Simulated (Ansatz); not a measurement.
# Zr: which structure wins at one pressure

Aim: bring Zr in several structures (hcp, diamond, omega, simple hexagonal) to one pressure and rank them by enthalpy. The pressure is set by scaling the first phase. Methods of the runs shown: PAW.

Computed with Ansatz 0.2.0 (DFT, PBE, PAW with Ansatz's default frozen-core files, scalar-relativistic, unless a step's input says otherwise).

## (1) The starting structure

It takes space group P6_3/mmc (No. 194, hexagonal). The conventional cell has a = 3.219 Å, b = 3.219 Å, c = 5.215 Å, α = 90.00°, β = 90.00°, γ = 120.00°. Around Zr (site symmetry -6m2) lie 12 Zr at 3.20 to 3.22 Å.

As a file:

```cif
data_structure
_symmetry_space_group_name_H-M 'P 1'
_symmetry_Int_Tables_number 1
_cell_length_a 3.2192
_cell_length_b 3.2192
_cell_length_c 5.2151
_cell_angle_alpha 90.000
_cell_angle_beta 90.000
_cell_angle_gamma 120.000
_cell_volume 46.80
loop_
_atom_site_label
_atom_site_type_symbol
_atom_site_fract_x
_atom_site_fract_y
_atom_site_fract_z
_atom_site_occupancy
Zr1 Zr 0.33333 0.66667 0.25000 1
Zr2 Zr 0.66667 0.33333 0.75000 1
```

Atoms are numbered in the order of the input: Zr1, Zr2.

## (2) Cell relaxed at zero pressure, PAW

input.yaml reads:

```yaml
crystal:
  lattice:
    - [3.2191838095, 0.0, 0.0]
    - [-1.6095919048, 2.7878949585, 0.0]
    - [0.0, 0.0, 5.2150777714]
  atoms:
    - { symbol: Zr, position: [0.3333333333, 0.6666666667, 0.25] }
    - { symbol: Zr, position: [0.6666666667, 0.3333333333, 0.75] }
kpoints:
  mp_grid: { grid: [14, 14, 8] }
scf:
  occupations: { method: fermi_dirac, width: 0.05 }
hamiltonian:
  xc: pbe
  pseudopotentials: { kind: paw }
output:
  forces: true
  stress: true
relax:
  f_tol: 0.005
  max_steps: 40
  cell: {}
```

The run is started by

```sh
> ansatz run input.yaml --threads 2 --pin off --max-ram 5120MiB --backend cpu --events-out ev --progress --plain --runs-dir out
```

The runs that follow: Volume scaled by 0.982, to set the pressure, PAW; Hcp relaxed under pressure, PAW; Diamond relaxed under pressure, PAW; Omega relaxed under pressure, PAW; Simple hexagonal relaxed under pressure, PAW.

**Question.** What will these runs give? Wanted: pressure; lowest.

**Answer**, as computed:

```
    quantity                          value
    pressure                        1.8 GPa
lowest (PAW)  omega, 5.2 meV/atom under hcp
```

What this shows: By PAW the order is omega < hcp < simple hexagonal < diamond. Only these structures were tried, with electrons smeared by 0.05 eV and without vibrations, so the true ground state may be another. The k meshes differ between phases and weren't tested, which can move differences by some meV.
